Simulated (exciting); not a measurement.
Nb:

```
CELL_PARAMETERS angstrom
0.00000 2.11500 2.11500
2.11500 0.00000 2.11500
2.11500 2.11500 0.00000
ATOMIC_POSITIONS crystal
Nb 0.00000 0.00000 0.00000
```

This isn't the form of Nb at room conditions, which is bcc.

```yaml
Program: exciting (release sodium)
Task: single point
Functional: PBEsol
Potentials_or_basis: all-electron LAPW+lo, shipped species files, valence relativity iora*
rgkmax: 9
k_mesh: 11 × 11 × 11
Occupations: fermi-dirac, width 0.05 eV
Spin: no spin polarisation
gmaxvr_cutoff_of_density_and_potential: 14 1/bohr
lmaxapw_and_lmaxmat: 10
lmaxvr: 8
nempty: 12
Valence_relativity: iora*
epsengy: 1e-05 Ha
epspot: 1e-05 Ha
maxscl: 60
Muffin-tin_radii: Nb 2.3 bohr
```

On this cell: band gap on the k mesh none (metal or under the smearing width).

The same run follows on a disturbed copy (cell strained at random at fixed volume):

```
Nb
1.0
    -0.04103    2.19338    2.10885
     2.04640    0.04981    2.01800
     2.12625    2.18239   -0.03004
Nb
1
Cartesian
  -0.0098 0.0653 0.0554
```

Task: What does the disturbed cell give?

Result: The energy (extrapolated to zero smearing) moves by -19.8 meV/atom; band gap on the k mesh none (metal or under the smearing width).

The energy falls, though the first cell shows no forces: that form is unstable against this distortion, unless noise or another electronic state is at work.

Caveats: the free energy is that total less TS from the occupations.
